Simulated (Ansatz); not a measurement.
Space group Fm-3m (No. 225). a = 4.422 Å, b = 4.422 Å, c = 4.422 Å, α = 90.00°, β = 90.00°, γ = 90.00°
| atom | site | symmetry | x | y | z |
| --- | --- | --- | --- | --- | --- |
| Nb | 4b | m-3m | 0.5000 | 0.0000 | 0.0000 |
| N | 4a | m-3m | 0.0000 | 0.0000 | 0.0000 |

Equation of state of this NbN structure (not necessarily the ground state), with shape and atoms relaxed at each volume where symmetry leaves them free. It has no gap at any of these volumes. Theory: DFT PBE, scalar-relativistic, plane waves, PAW (Ansatz 0.2.0).

Plane waves to 420 eV, a k mesh through Γ of 16×16×16 on the computed 2-atom cell and Gaussian smearing (0.10 eV); no spin polarisation.

| V (Å³/atom) | E − E(largest V) (meV/atom) | P (GPa) |
| --- | --- | --- |
| 9.509 | 100.03 | 51.94 |
| 9.833 | 11.97 | 35.61 |
| 10.157 | -45.66 | 21.76 |
| 10.481 | -77.43 | 10.00 |
| 10.805 | -87.22 | 0.00 |
| 11.129 | -78.35 | -8.50 |
| 11.453 | -53.60 | -15.72 |
| 11.886 | 0.00 | -23.68 |

Task: Fit a third-order Birch–Murnaghan equation to E(V).

Result: V0 = 10.80 Å³/atom, B0 = 307 GPa, B0' = 4.4.